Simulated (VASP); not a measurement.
# Mo (Im-3m) in VASP: single point with PBE

Aim: the single point of Mo with PBE.

Everything below comes from runs of VASP 6.6.1. Logs are shortened: lines on timing, memory, paths and dates and some standing lists are left out, and cuts for length are marked.

## Step 1: The structure

The structure is cubic, space group Im-3m (No. 229). The conventional cell has a = 3.162 Å, b = 3.162 Å, c = 3.162 Å, α = 90.00°, β = 90.00°, γ = 90.00°. Around Mo (site symmetry m-3m) lie 8 Mo at 2.74 Å.

## Step 2: Single point, PBE

The input, INCAR:

```
SYSTEM = Mo
PREC = Accurate ; ENCUT = 520
EDIFF = 1E-6 ; ISMEAR = 1
SIGMA = 0.1 ; LREAL = .FALSE.
LASPH = .TRUE. ; NELM = 80
ALGO = Normal ; ISIF = 2
LWAVE = .FALSE. ; LCHARG = .FALSE.
GGA = PE ; ICORELEVEL = 1
```

The input, KPOINTS:

```
Automatic mesh
0
G
  12 12 34
  0 0 0
```

The input, POSCAR:

```
Mo
1.0
    3.1617840000      0.0000000000      0.0000000000
    0.0000000000      3.1617840000      0.0000000000
    1.5808920000     -1.5808920000      1.5808920000
Mo
1
Direct
    0.0000000000      0.0000000000      0.0000000000
```

Potentials or basis: VASP PAW PBE potentials, release 64 (Mo_sv).

Launch:

```console
cat potpaw_PBE.64/Mo_sv/POTCAR > POTCAR
mpirun -np 1 vasp_std > vasp.out
```

OUTCAR:

```text
SYSTEM = Mo
   PREC = Accurate
   ENCUT = 520
   EDIFF = 1E-6
   ISMEAR = 1
   LREAL = .FALSE.
   LASPH = .TRUE.
   NELM = 80
   ISIF = 2
   GGA = PE

 ion  position               nearest neighbor table
   1  0.000  0.000  0.000-

  LATTYP: Found a body centered cubic cell.
 ALAT       =     3.1617840000

  Lattice vectors:

 A1 = (  -1.5808920000,   1.5808920000,  -1.5808920000)
 A2 = (  -1.5808920000,  -1.5808920000,   1.5808920000)
 A3 = (   1.5808920000,   1.5808920000,   1.5808920000)

Analysis of symmetry for initial positions (statically):
=====================================================================
 Subroutine PRICEL returns:
 Original cell was already a primitive cell.

 Routine SETGRP: Setting up the symmetry group for a
 body centered cubic supercell.

 Subroutine GETGRP returns: Found 48 space group operations
 (whereof 48 operations were pure point group operations)
 out of a pool of 48 trial point group operations.

The static configuration has the point symmetry O_h .

Analysis of symmetry for dynamics (positions and initial velocities):
=====================================================================
 Subroutine PRICEL returns:
 Original cell was already a primitive cell.

 Routine SETGRP: Setting up the symmetry group for a
 body centered cubic supercell.

 Subroutine GETGRP returns: Found 48 space group operations
 (whereof 48 operations were pure point group operations)
 out of a pool of 48 trial point group operations.

The dynamic configuration has the point symmetry O_h .

 Subroutine INISYM returns: Found 48 space group operations
 (whereof 48 operations are pure point group operations),
 and found     1 'primitive' translations

----------------------------------------------------------------------------------------

                                     Primitive cell

  volume of cell :      15.8040

  direct lattice vectors                    reciprocal lattice vectors
     3.161784000  0.000000000  0.000000000     0.316277140  0.000000000 -0.316277140
     0.000000000  3.161784000  0.000000000     0.000000000  0.316277140  0.316277140
     1.580892000 -1.580892000  1.580892000     0.000000000  0.000000000  0.632554279

  length of vectors
     3.161784000  3.161784000  2.738185265     0.447283420  0.447283420  0.632554279

  position of ions in fractional coordinates (direct lattice)
     0.000000000  0.000000000  0.000000000

  ion indices of the primitive-cell ions
   primitive index   ion index
                 1           1

----------------------------------------------------------------------------------------

 KPOINTS: Automatic mesh

Automatic generation of k-mesh.
 Grid dimensions read from file:
 generate k-points for:   12   12   34

 Generating k-lattice:

  Cartesian coordinates                     Fractional coordinates (reciprocal lattice)
     0.026356428  0.000000000 -0.026356428     0.083333333  0.000000000  0.000000000
     0.000000000  0.026356428  0.026356428     0.000000000  0.083333333  0.000000000
     0.000000000  0.000000000  0.018604538     0.000000000  0.000000000  0.029411765

  Length of vectors
     0.037273618  0.037273618  0.018604538

  Shift w.r.t. Gamma in fractional coordinates (k-lattice)
     0.000000000  0.000000000  0.000000000

 -----------------------------------------------------------------------------
|                                                                             |
|           W    W    AA    RRRRR   N    N  II  N    N   GGGG   !!!           |
|           W    W   A  A   R    R  NN   N  II  NN   N  G    G  !!!           |
|           W    W  A    A  R    R  N N  N  II  N N  N  G       !!!           |
|           W WW W  AAAAAA  RRRRR   N  N N  II  N  N N  G  GGG   !            |
|           WW  WW  A    A  R   R   N   NN  II  N   NN  G    G                |
|           W    W  A    A  R    R  N    N  II  N    N   GGGG   !!!           |
|                                                                             |
|     Your reciprocal lattice and k-lattice belong to different lattice       |
|     classes:                                                                |
|                                                                             |
|        The reciprocal lattice is face-centered cubic,                       |
|        whereas your k-lattice is base-centered monoclinic.                  |
|                                                                             |
|     Results are often still useful ...                                      |
|                                                                             |
 -----------------------------------------------------------------------------

 WARNING: IBZKPT: internal override: KBLOWUP is changed to .FALSE.
      ... skipping the blow-up phase ...

 Subroutine IBZKPT returns following result:
 ===========================================

 Found   1138 irreducible k-points:

 Following reciprocal coordinates:
            Coordinates               Weight
  0.000000  0.000000  0.000000      1.000000
  0.083333  0.000000  0.000000      6.000000
  0.166667  0.000000  0.000000      6.000000
  0.250000  0.000000  0.000000      6.000000
  0.333333  0.000000  0.000000      6.000000
  0.416667  0.000000  0.000000      6.000000
[... 16 lines left out ...]
  0.250000  0.000000  0.029412      4.000000
  0.333333  0.000000  0.029412      4.000000
 [... further k-points ...]
   k-points           NKPTS =   1138   k-points in BZ     NKDIM =   1138   number of bands    NBANDS=     11
   number of dos      NEDOS =    301   number of ions     NIONS =      1
   total plane-waves  NPLWV =  11520
   dimension x,y,z NGX =    24 NGY =   24 NGZ =   20
   dimension x,y,z NGXF=    48 NGYF=   48 NGZF=   40
   ions per type =               1
   NGX,Y,Z   is equivalent  to a cutoff of  12.62, 12.62, 12.14 a.u.
   NGXF,Y,Z  is equivalent  to a cutoff of  25.24, 25.24, 24.29 a.u.
 SYSTEM =  Mo
   PREC   = accura    normal or accurate (medium, high low for compatibility)
   ISTART =      0    job   : 0-new  1-cont  2-samecut
   ICHARG =      2    charge: 1-file 2-atom 10-const
   ISPIN  =      1    spin polarized calculation?
   LNONCOLLINEAR =      F non collinear calculations
   LSORBIT =      F    spin-orbit coupling
   LASPH  =      T    aspherical Exc in radial PAW
   ENCUT  =  520.0 eV  38.22 Ry    6.18 a.u.   5.88  5.88  5.09*2*pi/ulx,y,z
   NELM   =     80;   NELMIN=  2; NELMDL= -5     # of ELM steps
   EDIFF  = 0.1E-05   stopping-criterion for ELM
   LREAL  =      F    real-space projection
   EDIFFG = 0.1E-04   stopping-criterion for IOM
   NSW    =      0    number of steps for IOM
   IBRION =     -1    ionic relax: 0-MD 1-quasi-New 2-CG
   NFREE  =      0    steps in history (QN), initial steepest desc. (CG)
   ISIF   =      2    stress and relaxation
   ISYM   =      2    0-nonsym 1-usesym 2-fastsym
   POTIM  = 0.5000    time-step for ionic-motion
   TEBEG  =    0.0;   TEEND  =   0.0 temperature during run
   PSTRESS=    0.0 pullay stress
   NELECT =      14.0000    total number of electrons
   NUPDOWN=      -1.0000    fix difference up-down
   EMIN   =  10.00;   EMAX   =-10.00  energy-range for DOS
   EFERMI =   0.00;   METHOD = LEGACY
   ISMEAR =     1;   SIGMA  =   0.10  broadening in eV -4-tet -1-fermi 0-gaus
   EFERMI_NEDOS =   21; number of points for ismear=-14 and -15
   IALGO  =     38    algorithm
   IMIX   =      4    mixing-type and parameters
     AMIX     =   0.40;   BMIX     =  1.00
     AMIX_MAG =   1.60;   BMIX_MAG =  1.00
  volume/ion in A,a.u.               =      15.80       106.65
  Fermi-wavevector in a.u.,A,eV,Ry     =   1.572275  2.971170 33.634285  2.472050
  Thomas-Fermi vector in A             =   2.673734
   LORBIT       =      0    0 simple, 1 ext, 2 COOP (PROOUT), +10 PAW based schemes
   GGA     = PE    functional components
   LHFCALC =     F    Hartree Fock is set to
   AEXX    =    0.0000 exact exchange contribution
   IVDW    =     0    specifies the selected vdW correction
   LEPSILON=     F    determine dielectric tensor
   LRPA    =     F    only Hartree local field effects (RPA)
 non-spin polarized calculation
 Methfessel and Paxton  Order N= 1 SIGMA  =   0.10
  energy-cutoff  :      520.00
  volume of cell :       15.80
 maximum number of plane-waves:       438
   NGX = 11   NGY = 11   NGZ = 11

 number of electron      14.0000000 magnetization

 Free energy of the ion-electron system (eV)
  ---------------------------------------------------
  ext. energy  EPLUGINS =         0.00000000
  ---------------------------------------------------
  free energy    TOTEN  =       -10.93715300 eV

  energy without entropy =      -10.93747879  energy(sigma->0) =      -10.93726160

 the core state eigenenergies are
   1-  1s -19803.5807  2s  -2783.7697  2p  -2486.7696  3s   -460.9931  3p   -363.7003
       3d   -205.5220

 E-fermi :  12.4597     XC(G=0): -13.3294

 val. band max:       12.4593400553   @ k =   0.2500   0.0000   0.0588
 cond. band min:      12.4607231403   @ k =   0.1667  -0.1667   0.2059
 fundamental gap:      0.0013830851
 Fermi energy:        12.4596504601

 k-point     1 :       0.0000    0.0000    0.0000
  band No.  band energies     occupation
      1     -48.8664      2.00000
      2     -22.1572      2.00000
      3     -22.1572      2.00000
      4     -22.1572      2.00000
      5       5.2183      2.00000
      6      11.0724      2.00000
      7      11.0724      2.00000
      8      11.0724      2.00000
      9      14.0575     -0.00000
     10      14.0575     -0.00000
     11      27.2332      0.00000

 k-point     2 :       0.0833    0.0000    0.0000
  band No.  band energies     occupation
      1     -48.8498      2.00000
      2     -22.2538      2.00000
      3     -22.1871      2.00000
      4     -22.1579      2.00000
      5       5.5188      2.00000
      6      10.9049      2.00000
      7      11.0410      2.00000
      8      11.3556      2.00000
      9      13.8245     -0.00000
     10      14.0631     -0.00000
     11      27.4476      0.00000
[... 295 lines left out ...]
 k-point    24 :       0.3333    0.0000    0.0294
  band No.  band energies     occupation
      1     -48.6972      2.00000
      2     -23.0759      2.00000
      3     -22.4524      2.00000
      4     -22.1733      2.00000
      5       7.4661      2.00000
      6       9.6779      2.00000
      7      11.2451      2.00000
      8      13.6110     -0.00000
      9      14.4292     -0.00000
     10      14.4487     -0.00000
     11      26.3847      0.00000

 [... further k-points ...]

------------------------ aborting loop because EDIFF is reached ----------------------------------------

  FORCE on cell =-STRESS in cart. coord.  units (eV):
  Direction    XX          YY          ZZ          XY          YZ          ZX
  --------------------------------------------------------------------------------------
  -------------------------------------------------------------------------------------
  Total        0.0320829      0.0320829      0.0320829     -0.0000000      0.0000000      0.0000000
  in kB        3.2525002      3.2525002      3.2525002     -0.0000000      0.0000000      0.0000000
  external PRESSURE =       3.2525002 kB  Pullay stress =       0.0000000 kB

 VOLUME and BASIS-vectors are now :
 -----------------------------------------------------------------------------
  energy-cutoff  :      520.00
  volume of cell :       15.80
      direct lattice vectors                 reciprocal lattice vectors
     3.161784000  0.000000000  0.000000000     0.316277140  0.000000000 -0.316277140
     0.000000000  3.161784000  0.000000000     0.000000000  0.316277140  0.316277140
     1.580892000 -1.580892000  1.580892000     0.000000000  0.000000000  0.632554279

 POSITION                                       TOTAL-FORCE (eV/Angst)
 -----------------------------------------------------------------------------------
      0.00000      0.00000      0.00000         0.000000     -0.000000      0.000000
 -----------------------------------------------------------------------------------
    total drift:                                0.000000     -0.000000      0.000000

  FREE ENERGIE OF THE ION-ELECTRON SYSTEM (eV)
  ---------------------------------------------------
  free  energy   TOTEN  =       -10.9371529995 eV

  energy  without entropy=      -10.9374787904  energy(sigma->0) =      -10.93726160
```

Wall time 81 s (1 thread of Intel Xeon Platinum 8259CL at 2.50GHz (Skylake/Cascade Lake), shared host); peak memory 0.3 GiB.

Results:

```yaml
Free_energy: -10.9372 eV
Pressure: 0.3 GPa
Band_gap_on_the_k_mesh: none (metal or under the smearing width)
```

Core levels (eV, on the scale of the bands):
```csv
atom,levels
1 Mo,"1s -19803.6, 2s -2783.8, 2p -2486.8, 3s -461.0, 3p -363.7, 3d -205.5"
```
